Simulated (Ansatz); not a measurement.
# A sublattice moved along a line in PbS

Level of theory: Ansatz, DFT r2SCAN, scalar-relativistic, plane waves, PAW. The runs took a 500 eV cutoff, a Γ-centred 8×8×8 mesh and Gaussian smearing (0.05 eV). Spin–orbit coupling is left out, which matters for the heavy elements here. No spin polarisation. Energies are free energies at this smearing, counted from the undisturbed cell; pressure is positive in compression.

The starting cell (as given, not relaxed at this level; it stands at 1.4 GPa):

```
Pb S
1.0
     0.00000    2.96500    2.96500
     2.96500    0.00000    2.96500
     2.96500    2.96500    0.00000
Pb S
1 1
Direct
  0.00000 0.00000 0.00000
  0.50000 0.50000 0.50000
```

Every S atom is moved by x along the Cartesian unit vector (0.577, 0.577, 0.577); the cell and all other atoms stay fixed.

Task: Over the sampled range (-0.1000 to 0.0875), is the undisturbed cell the lowest point?

Result: Yes, every other sampled point lies higher (or within rounding).

Task: Does the gap on the k-mesh survive along the scan?

Result: It is 0.61 eV in the undisturbed cell and stays between 0.61 and 0.65 eV.

The scan:

| x (Å) | ΔE (meV/cell) |
| --- | --- |
| -0.1000 | 2.1 |
| -0.0500 | 0.5 |
| 0.0000 | 0.0 |
| 0.0125 | 0.0 |
| 0.0250 | 0.1 |
| 0.0375 | 0.3 |
| 0.0625 | 0.8 |
| 0.0750 | 1.1 |
| 0.0875 | 1.6 |